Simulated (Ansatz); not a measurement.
# Au in Ansatz: the effect of functional

Au:

```xyz
1
Lattice="0.0000 2.0350 2.0350 2.0350 0.0000 2.0350 2.0350 2.0350 0.0000" Properties=species:S:1:pos:R:3 pbc="T T T"
Au    0.0000    0.0000    0.0000
```

Alike in all runs:

- Program: Ansatz 0.2.0
- Task: band structure
- Potentials or basis: Ansatz PAW
- k mesh: 6 × 6 × 6
- Occupations: fermi-dirac, width 0.05 eV
- Spin: no spin polarisation

```csv
functional,cutoff,pressure (GPa)
LDA,420 eV (not typed: the program's choice for these potentials),-1.7
PBEsol,420 eV (not typed: the program's choice for these potentials),3.1
RPBE,420 eV (not typed: the program's choice for these potentials),16.3
revPBE,420 eV (not typed: the program's choice for these potentials),?
BLYP,420 eV (not typed: the program's choice for these potentials),23.8
r2SCAN,500 eV (not typed: the program's choice for these potentials),8.2
```

Q: What does the run with functional revPBE give?

A: Pressure 15.1 GPa.

Caveats: all runs use coarse meshes; the PAW data sets come from PBE, with cores solved anew for the run's functional, which leaves a small shift of forces and pressure.

Runs at the PBE level aren't shown here.
